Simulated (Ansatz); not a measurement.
Consider the formal exchange of groups at a Ga–S bond: `O=C[S][GaH2]` + `CCC=O` → `O=[CH][GaH2]` + `CCSC=O`.

Calculated with Ansatz (gas phase, PBE0-D4/def2-TZVP geometries, no zero-point term in ΔE). CBS: MP2 limit from def2 TZ/QZ plus the TZ coupled-cluster correction, frozen cores. DFT in def2-TZVPP. For Ga outer-core shells are correlated without core-valence functions, which leaves a few kJ/mol of doubt a bond. Scalar relativity is left out up to krypton. One conformer a species, not always the lowest.

CCSD(T)/CBS gives +142.6 kJ/mol.

Q: Another level gave +141.9 kJ/mol. Which?
A. PBE-D4/def2-TZVPP
B. BLYP-D4/def2-TZVPP
C. CCSD(T)/def2-TZVPP
D. r2SCAN0/def2-TZVPP

A: C. CCSD(T)/def2-TZVPP 141.9, PBE-D4 134.2, r2SCAN0 147.3, BLYP-D4 129.7 kJ/mol.

Largest T1 diagnostic among the species: 0.017.

In def2-TZVPP, CCSD(T) changes the Hartree–Fock value by −14.9 kJ/mol (the triples alone add −2.6 kJ/mol) and MP2 by −12.5 kJ/mol. From BLYP to BHLYP (50 % exact exchange), in def2-TZVPP and without D4, ΔE moves by +15.7 kJ/mol. Leaving LDA and LC-ωPBE aside and taking each functional with its dispersion term where it has one, the values, not all of them listed here, spread over 18.2 kJ/mol, from BLYP-D4 to BHLYP-D4.

CCSD(T)/CBS has its own doubt, a few kJ/mol and more with outer-core shells, so smaller differences from it don't rank the levels.
